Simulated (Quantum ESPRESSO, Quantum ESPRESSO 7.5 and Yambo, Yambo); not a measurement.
**A GW chain in Yambo: CsH (Fm-3m)**

How does a plane-wave GW calculation on CsH (Fm-3m) run from the first input to the gap?

Program: Quantum ESPRESSO 7.5 and Yambo 5.3.0. Level of theory: PBEsol and many-body steps on it, plane waves. Results are calculated unless marked as measured.

The database entry behind the starting cell differs from later determinations by our own check (0.1 to 0.3 % short, probably kX units), so it need not match the best structure at ambient conditions.

**1. Set-up**

It takes space group Fm-3m (No. 225, cubic). Conventional cell: a = 6.376 Å, b = 6.376 Å, c = 6.376 Å, α = 90.00°, β = 90.00°, γ = 90.00°. Cs has 6 H at 3.19 Å nearest. Nearest to H lie 6 Cs at 3.19 Å. Farther neighbours are not listed.

Coordinates:

```cif
data_structure
_symmetry_space_group_name_H-M 'Fm-3m'
_symmetry_Int_Tables_number 225
_cell_length_a 6.3760
_cell_length_b 6.3760
_cell_length_c 6.3760
_cell_angle_alpha 90.000
_cell_angle_beta 90.000
_cell_angle_gamma 90.000
_cell_volume 259.21
loop_
_atom_site_label
_atom_site_type_symbol
_atom_site_symmetry_multiplicity
_atom_site_Wyckoff_symbol
_atom_site_fract_x
_atom_site_fract_y
_atom_site_fract_z
_atom_site_occupancy
Cs1 Cs 4 a 0.00000 0.00000 0.00000 1
H1 H 4 b 0.50000 0.00000 0.00000 1
```

The cell and positions come from the Crystallography Open Database and are kept as given unless a step says otherwise. Spin-orbit coupling is left out unless a step names it.

**2. Ground state**

This step: Quantum ESPRESSO 7.5; DFT, PBEsol, plane waves, norm-conserving pseudopotentials.

The ground-state density comes first.

pw.in reads:

```
&control
  calculation = 'scf'
  prefix = 'x'
  outdir = 'o'
  pseudo_dir = 'pseudo'
/
&system
  ibrav = 0
  nat = 2
  ntyp = 2
  ecutwfc = 64.0
  nbnd = 10
  force_symmorphic = .true.
/
&electrons
  conv_thr = 1e-10
  electron_maxstep = 80
  mixing_beta = 0.5
/
ATOMIC_SPECIES
  Cs 132.91 Cs.upf
  H 1.008 H.upf
CELL_PARAMETERS angstrom
  -0.0000000000 3.1880000000 3.1880000000
  3.1880000000 -0.0000000000 3.1880000000
  3.1880000000 3.1880000000 -0.0000000000
ATOMIC_POSITIONS crystal
  Cs 0.0000000000 0.0000000000 0.0000000000
  H 0.5000000000 0.5000000000 0.5000000000
K_POINTS automatic
  6 6 6 0 0 0
```

Command:

```
$ OMP_NUM_THREADS=1 mpirun -n 4 pw.x -nk 4 -in pw.in > pw.out
```

The log of the run:

```text
Program PWSCF v.7.5 starts

     This program is part of the open-source Quantum ESPRESSO suite
     for quantum simulation of materials; please cite
         "P. Giannozzi et al., J. Phys.:Condens. Matter 21 395502 (2009);
         "P. Giannozzi et al., J. Phys.:Condens. Matter 29 465901 (2017);
         "P. Giannozzi et al., J. Chem. Phys. 152 154105 (2020);
     in publications or presentations arising from this work. More details at
     Message from routine setup:
     using ibrav=0 with symmetry is DISCOURAGED, use correct ibrav instead

     G-vector sticks info

     bravais-lattice index     =            0
     lattice parameter (alat)  =       8.5199  a.u.
     unit-cell volume          =     437.3021 (a.u.)^3
     number of atoms/cell      =            2
     number of atomic types    =            2
     number of electrons       =        10.00
     number of Kohn-Sham states=           10
     kinetic-energy cutoff     =      64.0000  Ry
     charge density cutoff     =     256.0000  Ry
     scf convergence threshold =      1.0E-10
     mixing beta               =       0.5000
     number of iterations used =            8  plain     mixing
     Exchange-correlation= PBESOL
                           (   1   4  10   8   0   0   0)

     celldm(1)=   8.519854  celldm(2)=   0.000000  celldm(3)=   0.000000
     celldm(4)=   0.000000  celldm(5)=   0.000000  celldm(6)=   0.000000

     crystal axes: (cart. coord. in units of alat)
               a(1) = (  -0.000000   0.707107   0.707107 )
               a(2) = (   0.707107  -0.000000   0.707107 )
               a(3) = (   0.707107   0.707107  -0.000000 )

     reciprocal axes: (cart. coord. in units 2 pi/alat)
               b(1) = ( -0.707107  0.707107  0.707107 )
               b(2) = (  0.707107 -0.707107  0.707107 )
               b(3) = (  0.707107  0.707107 -0.707107 )
     Pseudo is Norm-conserving + core correction, Zval =  9.0
     Generated using ONCVPSP code by D. R. Hamann
     Using radial grid of 2384 points,  8 beta functions with:
     Pseudo is Norm-conserving, Zval =  1.0
     Generated using ONCVPSP code by D. R. Hamann
     Using radial grid of 1180 points,  3 beta functions with:
     Cs                9.00   132.91000     Cs( 1.00)
     H                 1.00     1.00800     H ( 1.00)

     48 Sym. Ops., with inversion, found

   Cartesian axes

     site n.     atom                  positions (alat units)
         1        Cs     tau(   1) = (   0.0000000   0.0000000   0.0000000  )
         2        H      tau(   2) = (   0.7071068   0.7071068   0.7071068  )

     number of k points=    16
                       cart. coord. in units 2pi/alat
        k(    1) = (   0.0000000   0.0000000   0.0000000), wk =   0.0092593
        k(    2) = (   0.1178511   0.1178511  -0.1178511), wk =   0.0740741
        k(    3) = (   0.2357023   0.2357023  -0.2357023), wk =   0.0740741
        k(    4) = (  -0.3535534  -0.3535534   0.3535534), wk =   0.0370370
        k(    5) = (   0.2357023   0.0000000  -0.0000000), wk =   0.0555556
        k(    6) = (   0.3535534   0.1178511  -0.1178511), wk =   0.2222222
        k(    7) = (  -0.2357023  -0.4714045   0.4714045), wk =   0.2222222
        k(    8) = (  -0.1178511  -0.3535534   0.3535534), wk =   0.2222222
        k(    9) = (   0.0000000  -0.2357023   0.2357023), wk =   0.1111111
        k(   10) = (   0.4714045   0.0000000  -0.0000000), wk =   0.0555556
     [... 4 further rows ...]
        k(   15) = (  -0.1178511  -0.3535534   0.5892557), wk =   0.2222222
        k(   16) = (  -0.7071068   0.2357023   0.0000000), wk =   0.1111111

     Dense  grid:    30395 G-vectors     FFT dimensions: (  45,  45,  45)

     Initial potential from superposition of free atoms

     starting charge       9.9634, renormalised to      10.0000
     Starting wfcs are    6 randomized atomic wfcs +    4 random wfcs

     per-process dynamical memory:    24.5 Mb

     Self-consistent Calculation

     iteration #  1     ecut=    64.00 Ry     beta= 0.50

     total energy              =     -47.89384331 Ry
     estimated scf accuracy    <       0.16192509 Ry

     iteration #  2     ecut=    64.00 Ry     beta= 0.50

     total energy              =     -47.91652288 Ry
     estimated scf accuracy    <       0.00388683 Ry

     iteration #  3     ecut=    64.00 Ry     beta= 0.50

     total energy              =     -47.91754376 Ry
     estimated scf accuracy    <       0.00059446 Ry

     iteration #  4     ecut=    64.00 Ry     beta= 0.50

     total energy              =     -47.91762376 Ry
     estimated scf accuracy    <       0.00003214 Ry

     iteration #  5     ecut=    64.00 Ry     beta= 0.50

     total energy              =     -47.91764166 Ry
     estimated scf accuracy    <       0.00000712 Ry

     iteration #  6     ecut=    64.00 Ry     beta= 0.50

     total energy              =     -47.91764382 Ry
     estimated scf accuracy    <       0.00000010 Ry

     iteration #  7     ecut=    64.00 Ry     beta= 0.50

     total energy              =     -47.91764417 Ry
     estimated scf accuracy    <          3.9E-09 Ry

     iteration #  8     ecut=    64.00 Ry     beta= 0.50

     total energy              =     -47.91764417 Ry
     estimated scf accuracy    <          5.8E-10 Ry

     iteration #  9     ecut=    64.00 Ry     beta= 0.50

     End of self-consistent calculation

          k = 0.0000 0.0000 0.0000 (  3767 PWs)   bands (ev):

   -18.1919  -4.6243  -4.6243  -4.6243   1.4858   8.4061   8.4061   8.4061
     9.0751  10.1795

          k = 0.1179 0.1179-0.1179 (  3768 PWs)   bands (ev):

   -18.1726  -4.8628  -4.6482  -4.6482   1.8989   7.5247   8.5433   8.5433
     8.8706   9.7342

          k = 0.2357 0.2357-0.2357 (  3783 PWs)   bands (ev):

   -18.1337  -5.2824  -4.6951  -4.6951   2.7481   6.1073   8.1890   8.1890
     9.4247  10.4534

          k =-0.3536-0.3536 0.3536 (  3798 PWs)   bands (ev):

     [... further k-points ...]

     highest occupied, lowest unoccupied level (ev):     3.2614    5.4106

!    total energy              =     -47.91764417 Ry
     estimated scf accuracy    <          4.4E-12 Ry

     The total energy is the sum of the following terms:
     one-electron contribution =      -7.14390235 Ry
     hartree contribution      =       6.40737714 Ry
     xc contribution           =     -14.35039694 Ry
     ewald contribution        =     -32.83072202 Ry

     convergence has been achieved in   9 iterations

     XML data file, charge density, pseudopotentials, collected wavefunctions

=------------------------------------------------------------------------------=
   JOB DONE.
=------------------------------------------------------------------------------=
```

Elapsed: 3.6 s, on 4 MPI ranks of Arm Neoverse V2, shared host; peak memory 0.25 GiB.

Numbers from this step:

| Quantity | Value |
| --- | --- |
| total energy | -651.9528 eV |
| gap | 2.149 eV |
| k of the valence top | 0, 0, -0.5 |
| k of the conduction bottom | 0, 0, -0.5 |
| least direct gap | 2.149 eV |

The gap is direct, at (0.000, 0.000, -0.500).

**3. Bands along the symmetry lines**

Levels along a band path, at the cheap level, show where the edges lie and whether the meshes to come will hold them.

pw.in reads:

```
&control
  calculation = 'bands'
  prefix = 'x'
  outdir = 'o'
  pseudo_dir = 'pseudo'
/
&system
  ibrav = 0
  nat = 2
  ntyp = 2
  ecutwfc = 64.0
  nbnd = 11
  force_symmorphic = .true.
/
&electrons
  conv_thr = 1e-9
  electron_maxstep = 80
  diago_full_acc = .true.
  diago_thr_init = 5e-6
/
ATOMIC_SPECIES
  Cs 132.91 Cs.upf
  H 1.008 H.upf
CELL_PARAMETERS angstrom
  -0.0000000000 3.1880000000 3.1880000000
  3.1880000000 -0.0000000000 3.1880000000
  3.1880000000 3.1880000000 -0.0000000000
ATOMIC_POSITIONS crystal
  Cs 0.0000000000 0.0000000000 0.0000000000
  H 0.5000000000 0.5000000000 0.5000000000
K_POINTS crystal
  50
  0.00000000 0.00000000 0.00000000 1
  0.06250000 0.00000000 0.06250000 1
  0.12500000 0.00000000 0.12500000 1
  0.18750000 0.00000000 0.18750000 1
  0.25000000 0.00000000 0.25000000 1
  0.31250000 0.00000000 0.31250000 1
  0.37500000 0.00000000 0.37500000 1
  0.43750000 0.00000000 0.43750000 1
  0.50000000 0.00000000 0.50000000 1
  0.51562500 0.03125000 0.51562500 1
  0.53125000 0.06250000 0.53125000 1
  0.54687500 0.09375000 0.54687500 1
  0.56250000 0.12500000 0.56250000 1
  0.57812500 0.15625000 0.57812500 1
  0.59375000 0.18750000 0.59375000 1
  0.60937500 0.21875000 0.60937500 1
  0.62500000 0.25000000 0.62500000 1
  0.37500000 0.37500000 0.75000000 1
  0.32812500 0.32812500 0.65625000 1
  0.28125000 0.28125000 0.56250000 1
  0.23437500 0.23437500 0.46875000 1
  0.18750000 0.18750000 0.37500000 1
  0.14062500 0.14062500 0.28125000 1
  0.09375000 0.09375000 0.18750000 1
  0.04687500 0.04687500 0.09375000 1
  0.00000000 0.00000000 0.00000000 1
  0.06250000 0.06250000 0.06250000 1
  0.12500000 0.12500000 0.12500000 1
  0.18750000 0.18750000 0.18750000 1
  0.25000000 0.25000000 0.25000000 1
  0.31250000 0.31250000 0.31250000 1
  0.37500000 0.37500000 0.37500000 1
  0.43750000 0.43750000 0.43750000 1
  0.50000000 0.50000000 0.50000000 1
  0.50000000 0.46875000 0.53125000 1
  0.50000000 0.43750000 0.56250000 1
  0.50000000 0.40625000 0.59375000 1
  0.50000000 0.37500000 0.62500000 1
  0.50000000 0.34375000 0.65625000 1
  0.50000000 0.31250000 0.68750000 1
  0.50000000 0.28125000 0.71875000 1
  0.50000000 0.25000000 0.75000000 1
  0.50000000 0.21875000 0.71875000 1
  0.50000000 0.18750000 0.68750000 1
  0.50000000 0.15625000 0.65625000 1
  0.50000000 0.12500000 0.62500000 1
  0.50000000 0.09375000 0.59375000 1
  0.50000000 0.06250000 0.56250000 1
  0.50000000 0.03125000 0.53125000 1
  0.50000000 0.00000000 0.50000000 1
```

The log of the run:

```text
[banner, memory and clock lines left out]
Program PWSCF v.7.5 starts

     Atomic positions and unit cell read from directory:
     o/x.save/

     Message from routine setup:
     using ibrav=0 with symmetry is DISCOURAGED, use correct ibrav instead

     G-vector sticks info

     bravais-lattice index     =            0
     lattice parameter (alat)  =       8.5199  a.u.
     unit-cell volume          =     437.3021 (a.u.)^3
     number of atoms/cell      =            2
     number of atomic types    =            2
     number of electrons       =        10.00
     number of Kohn-Sham states=           11
     kinetic-energy cutoff     =      64.0000  Ry
     charge density cutoff     =     256.0000  Ry
     Exchange-correlation= PBESOL
                           (   1   4  10   8   0   0   0)

     celldm(1)=   8.519854  celldm(2)=   0.000000  celldm(3)=   0.000000
     celldm(4)=   0.000000  celldm(5)=   0.000000  celldm(6)=   0.000000

     crystal axes: (cart. coord. in units of alat)
               a(1) = (  -0.000000   0.707107   0.707107 )
               a(2) = (   0.707107  -0.000000   0.707107 )
               a(3) = (   0.707107   0.707107  -0.000000 )

     reciprocal axes: (cart. coord. in units 2 pi/alat)
               b(1) = ( -0.707107  0.707107  0.707107 )
               b(2) = (  0.707107 -0.707107  0.707107 )
               b(3) = (  0.707107  0.707107 -0.707107 )
     Pseudo is Norm-conserving + core correction, Zval =  9.0
     Generated using ONCVPSP code by D. R. Hamann
     Using radial grid of 2384 points,  8 beta functions with:
     Pseudo is Norm-conserving, Zval =  1.0
     Generated using ONCVPSP code by D. R. Hamann
     Using radial grid of 1180 points,  3 beta functions with:
     Cs                9.00   132.91000     Cs( 1.00)
     H                 1.00     1.00800     H ( 1.00)

     48 Sym. Ops., with inversion, found

   Cartesian axes

     site n.     atom                  positions (alat units)
         1        Cs     tau(   1) = (   0.0000000   0.0000000   0.0000000  )
         2        H      tau(   2) = (   0.7071068   0.7071068   0.7071068  )

     number of k points=    50
                       cart. coord. in units 2pi/alat
        k(    1) = (   0.0000000   0.0000000   0.0000000), wk =   0.0400000
        k(    2) = (   0.0000000   0.0883883   0.0000000), wk =   0.0400000
        k(    3) = (   0.0000000   0.1767767   0.0000000), wk =   0.0400000
[...]
[... 38 further rows ...]
        k(   49) = (   0.0441942   0.7071068   0.0000000), wk =   0.0400000
        k(   50) = (   0.0000000   0.7071068   0.0000000), wk =   0.0400000

     Dense  grid:    30395 G-vectors     FFT dimensions: (  45,  45,  45)

     The potential is recalculated from file :
     o/x.save/charge-density

     Starting wfcs are    6 randomized atomic wfcs +    5 random wfcs

     Band Structure Calculation

     End of band structure calculation

          k = 0.0000 0.0000 0.0000 (  3767 PWs)   bands (ev):

   -18.1919  -4.6243  -4.6243  -4.6243   1.4858   8.4061   8.4061   8.4061
     9.0751  10.1796  10.1796

          k = 0.0000 0.0884 0.0000 (  3775 PWs)   bands (ev):

   -18.1880  -4.6625  -4.6351  -4.6351   1.5691   8.2457   8.4566   8.4566
     8.8856   9.9316  10.2180

          k = 0.0000 0.1768 0.0000 (  3775 PWs)   bands (ev):

   -18.1769  -4.7651  -4.6660  -4.6660   1.7873   7.8771   8.3055   8.6087
     8.6087   9.8403  10.3316

          k =-0.0000 0.2652 0.0000 (  3775 PWs)   bands (ev):

[...]
k = 0.0000 0.4419-0.0000 (  3787 PWs)   bands (ev):

[...]
k =-0.0000 0.5303 0.0000 (  3792 PWs)   bands (ev):

[...]
k = 0.0000 0.6187-0.0000 (  3796 PWs)   bands (ev):

[...]
k = 0.4640 0.4640-0.0000 (  3771 PWs)   bands (ev):

[...]
k = 0.3315 0.3315-0.0000 (  3777 PWs)   bands (ev):

[...]
k = 0.3094 0.7071-0.0000 (  3782 PWs)   bands (ev):

[...]
k = 0.2210 0.7071-0.0000 (  3786 PWs)   bands (ev):

[...]
k = 0.1768 0.7071-0.0000 (  3794 PWs)   bands (ev):

[...]
k = 0.0442 0.7071 0.0000 (  3802 PWs)   bands (ev):

   -18.0892  -5.3418  -4.9035  -4.9005   2.1030   6.3422   8.7118  10.7564
    11.2800  11.3805  11.9751

          k = 0.0000 0.7071 0.0000 (  3812 PWs)   bands (ev):

   -18.0892  -5.3457  -4.8988  -4.8988   2.0880   6.3242   8.7472  11.2285
    11.2663  11.2663  11.6338

     XML data file, pseudopotentials, collected wavefunctions
```

Run time: 5.6 s. Hardware: 4 MPI ranks; peak memory 0.22 GiB.

Numbers from this step:

```
gap                        : 2.149 eV
k of the valence top       : 0.5, 0.5, 0.5
k of the conduction bottom : 0.5, 0.5, 0.5
least direct gap           : 2.149 eV
```

The gap is 2.149 eV, as in the run before at this level.

The electronic bands at the labelled points (eV, zero at the top of the highest filled band; v1 is the highest filled band, c1 the lowest empty one):

```tsv
point	v4	v3	v2	v1	c1	c2	c3	c4
Γ	-7.89	-7.89	-7.89	-1.78	5.14	5.14	5.14	5.81
halfway	-8.31	-8.03	-8.03	-1.01	3.81	4.20	5.96	5.96
X	-8.61	-8.16	-8.16	-1.17	3.06	5.49	7.97	8.00
halfway	-8.58	-8.22	-8.14	-1.06	3.19	5.23	7.00	7.04
U	-8.49	-8.37	-8.10	-0.78	3.35	4.73	6.16	6.60
jump to K	-8.49	-8.37	-8.10	-0.78	3.35	4.73	6.16	6.60
halfway	-8.39	-8.08	-7.93	-0.73	3.55	4.09	5.41	5.95
Γ	-7.89	-7.89	-7.89	-1.78	5.14	5.14	5.14	5.81
halfway	-8.34	-7.93	-7.93	-0.95	3.52	5.16	5.16	5.77
L	-8.73	-7.98	-7.98	0.00	2.15	4.68	4.68	7.06
halfway	-8.61	-8.19	-8.05	-0.40	2.93	4.41	5.29	7.32
W	-8.39	-8.39	-8.20	-0.74	4.08	4.08	5.08	8.31
halfway	-8.55	-8.23	-8.18	-0.97	3.34	5.00	5.99	8.21
X	-8.61	-8.16	-8.16	-1.17	3.06	5.49	7.97	8.00
```

The electronic bands as a text plot (rows in eV, shown from -8.0 to 6.1 only):

```
    5.8 |++  +++           +    +++++++++++++++              +
    5.3 |++++      ++++++   +++++  ++++++++++++      ++++++++++++
    4.7 |  +++    +      +++       ++    ++    ++++++++     +
    4.1 |    +++++          +++++++        +           +++++
    3.5 |       +++     ++++  +++           +          ++   +++
    2.9 |          +++++    ++               ++      ++        ++
    2.3 |                                      ++++++
    1.7 |
    1.1 |
    0.5 |
    0.0 |                                      *******
   -0.6 |                ********            **       *******
   -1.2 |  **************        ****      **                ****
   -1.8 |**                          ******
   -2.4 |
   -3.0 |
   -3.6 |
   -4.2 |
   -4.8 |
   -5.3 |
   -5.9 |
   -6.5 |
   -7.1 |
   -7.7 |*****                ***********************
         Γ           X  U|K            Γ         L        W     X
```

(Part 1 of 3 ends here.)

[Paths, hosts, dates, memory and timing lines, banners, echoed tables and standing remarks are left out of the program output.]

[Logs are printed without paths, hosts, clocks, repeated set-up lines and the standing remarks that a program may print on its own settings, such as how far it seeks lower states.]

[Runs of the session that timed out or met a known fault of the program may be left out.]

[Hosts, paths, dates, database ids (printed as entryN), source tags and the programs' standing remarks are cut or masked in the printed files.]
